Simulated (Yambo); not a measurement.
# SiC (Moissanite 3C) (F-43m) in Yambo: a series of runs

One crystal, SiC (Moissanite 3C), is run at these levels: PBEsol; tasks: optical spectrum.

Everything below comes from runs of Yambo 5.3.0. Logs are shortened: lines on timing, memory, paths and dates and some standing lists are left out, and cuts for length are marked.

**Measured values to compare with.**

“Insight into the structural, elastic and electronic properties of a new orthorhombic 6O-SiC polytype”, 2020, pmc:7200658 quotes, for a bulk crystal of SiC: band gap 2.4 eV (indirect).

The results are compared with them further down.

### 1 The structure

The structure is cubic, space group F-43m (No. 216). The conventional cell has a = 4.358 Å, b = 4.358 Å, c = 4.358 Å, α = 90.00°, β = 90.00°, γ = 90.00°. Si (site symmetry -43m) is surrounded by 4 C at 1.89 Å. C (site symmetry -43m) is surrounded by 4 Si at 1.89 Å.

### 2 Optical spectrum, PBEsol

optics0.in

```
optics
chi
Chimod= "IP"
% BndsRnXd
 1 | 29 |
%
% LongDrXd
 0 | 1 | 0 |
%
% QpntsRXd
 1 | 1 |
%
% EnRngeXd
 0 | 30 | eV
%
% DmRngeXd
 0.05 | 0.05 | eV
%
ETStpsXd= 300
```

scf.in

```
&CONTROL
  calculation = 'scf'
  prefix = 'pwscf'
  outdir = './tmp'
  pseudo_dir = './pseudo'
/
&SYSTEM
  ibrav = 0
  nat = 2
  ntyp = 2
  ecutwfc = 82
  nbnd = 9
  occupations = 'smearing'
  smearing = 'fd'
  degauss = 0.00367493
  force_symmorphic = .true.
/
&ELECTRONS
  conv_thr = 4d-10
  electron_maxstep = 120
  mixing_beta = 0.5
/
ATOMIC_SPECIES
Si    28.0850 Si.upf
C     12.0110 C.upf
CELL_PARAMETERS bohr
   0.0000000000    4.1177132256    4.1177132256
   4.1177132256    0.0000000000    4.1177132256
   4.1177132256    4.1177132256    0.0000000000
ATOMIC_POSITIONS bohr
Si     0.0000000000    0.0000000000    0.0000000000
C      6.1765698383    6.1765698383    6.1765698383
K_POINTS automatic
18 18 18 0 0 0
```

nscf.in

```
&CONTROL
  calculation = 'nscf'
  prefix = 'pwscf'
  outdir = './tmp'
  pseudo_dir = './pseudo'
/
&SYSTEM
  ibrav = 0
  nat = 2
  ntyp = 2
  ecutwfc = 82
  nbnd = 29
  occupations = 'fixed'
  force_symmorphic = .true.
/
&ELECTRONS
  conv_thr = 1d-08
  diago_full_acc = .true.
  diago_thr_init = 1d-06
/
ATOMIC_SPECIES
Si    28.0850 Si.upf
C     12.0110 C.upf
CELL_PARAMETERS bohr
   0.0000000000    4.1177132256    4.1177132256
   4.1177132256    0.0000000000    4.1177132256
   4.1177132256    4.1177132256    0.0000000000
ATOMIC_POSITIONS bohr
Si     0.0000000000    0.0000000000    0.0000000000
C      6.1765698383    6.1765698383    6.1765698383
K_POINTS automatic
18 18 18 0 0 0
```

Potentials or basis: PseudoDojo 0.4.1 SR PBEsol standard.

Started as:

```
$ OMP_NUM_THREADS=1 pw.x -in scf.in > scf.out
$ OMP_NUM_THREADS=1 pw.x -in nscf.in > nscf.out
$ cd tmp/pwscf.save; p2y; mv SAVE ../..; cd ../..
$ OMP_NUM_THREADS=1 yambo
$ OMP_NUM_THREADS=1 yambo -F optics0.in -J optics0 -C optics0_out
```

Yambo's report:

```text
[... sections 02.01 to 02.04 as in the set-up run ...]

  [02.05] Energies & Occupations
  ==============================

  [X] === General ===
  [X] Electronic Temperature                        :  0.000000  0.000000 [eV K]
  [X] Bosonic    Temperature                        :  0.000000  0.000000 [eV K]
  [X] Finite Temperature mode                       : no
  [X] El. density                                   :  0.38662E+24 [cm-3]
  [X] Fermi Level                                   :  9.438255 [eV]

  [X] === Gaps and Widths ===
  [X] Conduction Band Min                           :  1.240611 [eV]
  [X] Valence Band Max                              :  0.000000 [eV]
  [X] Filled Bands                                  :   4
  [X] Empty Bands                                   :   5  29
  [X] Direct Gap                                    :  4.458149 [eV]
  [X] Direct Gap localized at k                     :   91
  [X] Indirect Gap                                  :  1.240611 [eV]
  [X] Indirect Gap between kpts                     :    1   91
  [X] Last valence band width                       :  4.718318 [eV]
  [X] 1st conduction band width                     :  5.713708 [eV]

 [03] Transferred momenta grid and indexing
 ==========================================

 IBZ Q-points                                      :  195
 BZ  Q-points                                      :   5832

 K/Q-points units:
 rlu = crystal or reduced units; cc = cartesian coordinates; iku = interal k-units

 Q [  1]        [rlu]:  0.000000  0.000000  0.000000
 Q [  2]        [rlu]: -0.41758E-17 -0.41758E-17  0.55556E-01
 Q [  3]        [rlu]:  0.33703E-17  0.33703E-17  0.11111
 Q [  4]        [rlu]: -0.16480E-17 -0.16480E-17  0.16667
 Q [  5]        [rlu]: -0.16703E-16 -0.16703E-16  0.22222
 Q [  6]        [rlu]:  0.74472E-17  0.74472E-17  0.27778
[... 42 lines left out ...]
 Q [ 49]        [rlu]:  0.90957E-17  0.16667      0.50000
 Q [ 50]        [rlu]:  0.24546E-16  0.16667     -0.44444

 Remaining 145 points informations can be written running with -fatlog

 [04] Dipoles
 ============

  [04.01] Setup: observables and procedures
  =========================================

  [WF-Oscillators/G space/Transverse up loader] Normalization (few states)  min/max  :  0.22372E-16   1.0000

  [WR./optics0//ndb.dipoles]------------------------------------------------------
   Brillouin Zone Q/K grids (IBZ/BZ)                :    195   5832    195   5832
   RL vectors                                       :  2397 [WF]
   Fragmentation                                    : yes
   Electronic Temperature                           :  0.000000 [K]
   Bosonic    Temperature                           :  0.000000 [K]
   DIP band range                                   :   1  29
   DIP band range limits                            :   4   5
   DIP e/h energy range                             : -1.000000 -1.000000 [eV]
   RL vectors in the sum                            :  2397
   [r,Vnl] included                                 : yes
   Bands ordered                                    : yes
   Direct v evaluation                              : no
   Approach used                                    : G-space v
   Dipoles computed                                 : R V P [G-space]
   Wavefunctions                                    : Perdew, Burke & Ernzerhof SOL(X)+Perdew, Burke & Ernzerhof SOL(C)

  [WARNING] [r,Vnl^pseudo] included in position and velocity dipoles.

  [WARNING] In case H contains other non local terms, these are neglected

 [05] Optics
 ===========

 [X-CG] R(p) Tot o/o(of R):    17076   583200      100
```

Run time: 69 s. Hardware: 1 thread of Intel Xeon 6975P-C (Granite Rapids), shared host; peak memory 0.32 GiB.

Results:

```
Band gap on the k mesh, mean-field level       : 1.24 eV, indirect (least direct gap 4.46 eV)
Absorption peak                                : 6.92 eV
Electronic dielectric constant along the field : 7.33
```

Dielectric function (along the field direction of the input):
```tsv
energy (eV)	real part	imaginary part
0.30	7.34	0.04
0.80	7.41	0.04
1.30	7.54	0.05
1.81	7.76	0.05
2.31	8.08	0.06
2.81	8.53	0.08
3.31	9.18	0.10
3.81	10.19	0.15
4.31	12.12	0.35
4.82	13.45	2.63
5.32	13.93	5.32
5.82	15.04	9.62
6.32	15.88	13.94
6.82	7.00	23.25
7.32	-1.68	10.26
7.83	2.90	7.25
8.33	-2.35	12.95
8.83	-4.41	11.44
9.33	-6.09	6.15
9.83	-5.21	6.54
10.33	-5.15	3.31
10.84	-3.87	5.09
11.34	-4.67	2.81
11.84	-3.06	2.39
12.34	-2.19	2.39
12.84	-2.03	2.30
13.34	-2.45	1.58
13.85	-1.78	1.44
14.35	-1.53	1.26
14.85	-1.49	1.17
15.35	-1.55	1.04
15.85	-1.48	0.65
16.35	-1.19	0.69
16.86	-1.02	0.59
17.36	-0.85	0.48
17.86	-0.73	0.45
18.36	-0.63	0.41
18.86	-0.63	0.38
19.36	-0.46	0.28
19.97	-0.26	0.25
```

Energy-loss function:
| energy (eV) | loss |
| --- | --- |
| 0.0 | 0.001 |
| 1.3 | 0.001 |
| 2.6 | 0.001 |
| 3.9 | 0.001 |
| 5.2 | 0.019 |
| 6.5 | 0.029 |
| 7.8 | 0.119 |
| 9.1 | 0.069 |
| 10.4 | 0.132 |
| 11.7 | 0.176 |
| 13.0 | 0.167 |
| 14.3 | 0.320 |
| 15.7 | 0.304 |
| 17.0 | 0.381 |
| 18.3 | 0.587 |
| 19.6 | 1.192 |
| 20.9 | 2.966 |
| 22.2 | 4.611 |
| 23.5 | 3.769 |
| 24.8 | 2.348 |
| 26.1 | 1.226 |
| 27.4 | 0.680 |
| 28.7 | 0.718 |
| 30.0 | 0.510 |

Caveat: independent-particle spectra lack excitons.

### 3 Optical spectrum, PBEsol

optics1.in

```
optics
chi
Chimod= "HARTREE"
% BndsRnXd
 1 | 29 |
%
NGsBlkXd= 3 Ry
% LongDrXd
 0 | 1 | 0 |
%
% QpntsRXd
 1 | 1 |
%
% EnRngeXd
 0 | 30 | eV
%
% DmRngeXd
 0.2 | 0.2 | eV
%
ETStpsXd= 200
```

scf.in is that of step 2.

nscf.in is that of step 2.

Potentials or basis: PseudoDojo 0.4.1 SR PBEsol standard.

Started as:

```
$ OMP_NUM_THREADS=1 pw.x -in scf.in > scf.out
$ OMP_NUM_THREADS=1 pw.x -in nscf.in > nscf.out
$ cd tmp/pwscf.save; p2y; mv SAVE ../..; cd ../..
$ OMP_NUM_THREADS=1 yambo
$ OMP_NUM_THREADS=1 yambo -F optics1.in -J optics1 -C optics1_out
```

Yambo's report:

```text
[... sections 02.01 to 02.04 as in the set-up run ...]

  [02.05] Energies & Occupations
  ==============================

  [X] === General ===
  [X] Electronic Temperature                        :  0.000000  0.000000 [eV K]
  [X] Bosonic    Temperature                        :  0.000000  0.000000 [eV K]
  [X] Finite Temperature mode                       : no
  [X] El. density                                   :  0.38662E+24 [cm-3]
  [X] Fermi Level                                   :  9.438255 [eV]

  [X] === Gaps and Widths ===
  [X] Conduction Band Min                           :  1.240611 [eV]
  [X] Valence Band Max                              :  0.000000 [eV]
  [X] Filled Bands                                  :   4
  [X] Empty Bands                                   :   5  29
  [X] Direct Gap                                    :  4.458149 [eV]
  [X] Direct Gap localized at k                     :   91
  [X] Indirect Gap                                  :  1.240611 [eV]
  [X] Indirect Gap between kpts                     :    1   91
  [X] Last valence band width                       :  4.718318 [eV]
  [X] 1st conduction band width                     :  5.713708 [eV]

 [03] Transferred momenta grid and indexing
 ==========================================

 IBZ Q-points                                      :  195
 BZ  Q-points                                      :   5832

 K/Q-points units:
 rlu = crystal or reduced units; cc = cartesian coordinates; iku = interal k-units

 Q [  1]        [rlu]:  0.000000  0.000000  0.000000
 Q [  2]        [rlu]: -0.41758E-17 -0.41758E-17  0.55556E-01
 Q [  3]        [rlu]:  0.33703E-17  0.33703E-17  0.11111
 Q [  4]        [rlu]: -0.16480E-17 -0.16480E-17  0.16667
 Q [  5]        [rlu]: -0.16703E-16 -0.16703E-16  0.22222
 Q [  6]        [rlu]:  0.74472E-17  0.74472E-17  0.27778
[... 42 lines left out ...]
 Q [ 49]        [rlu]:  0.90957E-17  0.16667      0.50000
 Q [ 50]        [rlu]:  0.24546E-16  0.16667     -0.44444

 Remaining 145 points informations can be written running with -fatlog

 [04] Dipoles
 ============

  [04.01] Setup: observables and procedures
  =========================================

  [WF-Oscillators/G space/Transverse up loader] Normalization (few states)  min/max  :  0.22372E-16   1.0000

  [WR./optics1//ndb.dipoles]------------------------------------------------------
   Brillouin Zone Q/K grids (IBZ/BZ)                :    195   5832    195   5832
   RL vectors                                       :  2397 [WF]
   Fragmentation                                    : yes
   Electronic Temperature                           :  0.000000 [K]
   Bosonic    Temperature                           :  0.000000 [K]
   DIP band range                                   :   1  29
   DIP band range limits                            :   4   5
   DIP e/h energy range                             : -1.000000 -1.000000 [eV]
   RL vectors in the sum                            :  2397
   [r,Vnl] included                                 : yes
   Bands ordered                                    : yes
   Direct v evaluation                              : no
   Approach used                                    : G-space v
   Dipoles computed                                 : R V P [G-space]
   Wavefunctions                                    : Perdew, Burke & Ernzerhof SOL(X)+Perdew, Burke & Ernzerhof SOL(C)

  [WARNING] [r,Vnl^pseudo] included in position and velocity dipoles.

  [WARNING] In case H contains other non local terms, these are neglected

 [05] Optics
 ===========

 [X-CG] R(p) Tot o/o(of R):    17076   583200      100
```

o-optics1.eps_q1_inv_rpa_dyson:

```text
# Absorption @ Q(1):   0.00000000      1.00000000      0.00000000    [q->0 direction]
#
# [ X ] Hartree size                              :  27
# [GEN] GF Energies                               : Perdew, Burke & Ernzerhof SOL(X)+Perdew, Burke & Ernzerhof SOL(C)
# [GEN] Green`s Function                          : T-ordered
#
# [GEN] Gauge                                     : Length
# [GEN] [r,Vnl] included                          : yes
#
#    E[1] [eV]          Im(eps)            Re(eps)            Im(eps_o)          Re(eps_o)
#
        0.000000           0.151133           6.824784           0.171456           7.320593
        0.150754           0.151355           6.827274           0.171708           7.323383
        0.301508           0.152022           6.834759           0.172469           7.331771
        0.452261           0.153144           6.847287           0.173747           7.345812
        0.603015           0.154732           6.864937           0.175557           7.365594
        0.753769           0.156805           6.887822           0.177920           7.391248
[... 192 lines left out ...]
        29.84925           0.125112           0.498292           0.145840           0.461125
        30.00000           0.119800           0.504808           0.140818           0.472595
#
```

It took 77 s on 1 thread of Intel Xeon 6975P-C (Granite Rapids), shared host; peak memory 1 GiB.

What came out:

```
Band gap on the k mesh, mean-field level                              : 1.24 eV, indirect (least direct gap 4.46 eV)
Absorption peak                                                       : 6.78 eV
Electronic dielectric constant along the field                        : 6.82
Electronic dielectric constant along the field, independent particles : 7.32
Peak of the energy-loss function                                      : 21.7 eV
```

Dielectric function (along the field direction of the input):
```
energy (eV)  real part  imaginary part
       0.30       6.83            0.15
       0.75       6.89            0.16
       1.21       6.99            0.17
       1.81       7.21            0.19
       2.26       7.46            0.21
       2.71       7.80            0.25
       3.32       8.46            0.35
       3.77       9.22            0.48
       4.22      10.42            0.85
       4.82      12.23            2.68
       5.28      12.93            4.90
       5.73      13.38            7.58
       6.33      12.89           13.18
       6.78       5.88           18.24
       7.24      -0.23           12.34
       7.84       1.56            9.65
       8.29      -0.57           11.32
       8.74      -2.02           10.21
       9.35      -3.58            7.52
       9.80      -3.60            6.63
      10.25      -3.91            4.96
      10.85      -2.79            4.52
      11.31      -3.40            3.72
      11.76      -2.65            2.76
      12.36      -2.08            2.59
      12.81      -2.07            2.42
      13.27      -2.17            2.00
      13.87      -1.62            1.61
      14.32      -1.54            1.51
      14.77      -1.40            1.42
      15.38      -1.33            1.22
      15.83      -1.32            1.05
      16.28      -1.12            0.90
      16.88      -0.97            0.74
      17.34      -0.84            0.62
      17.79      -0.69            0.58
      18.39      -0.59            0.51
      18.84      -0.54            0.47
      19.30      -0.44            0.40
      19.90      -0.31            0.32
```

Energy-loss function:
```csv
energy (eV),loss
0.0,0.003
1.4,0.003
2.6,0.004
3.9,0.006
5.3,0.026
6.5,0.040
7.8,0.101
9.2,0.100
10.4,0.141
11.8,0.188
13.1,0.225
14.3,0.324
15.7,0.378
16.9,0.500
18.2,0.787
19.6,1.283
20.8,2.845
22.2,3.581
23.5,3.020
24.7,2.876
26.1,1.549
27.4,0.687
28.6,0.508
30.0,0.445
```

Caveat: these spectra lack excitons.

(Continued in part 2 of 2.)
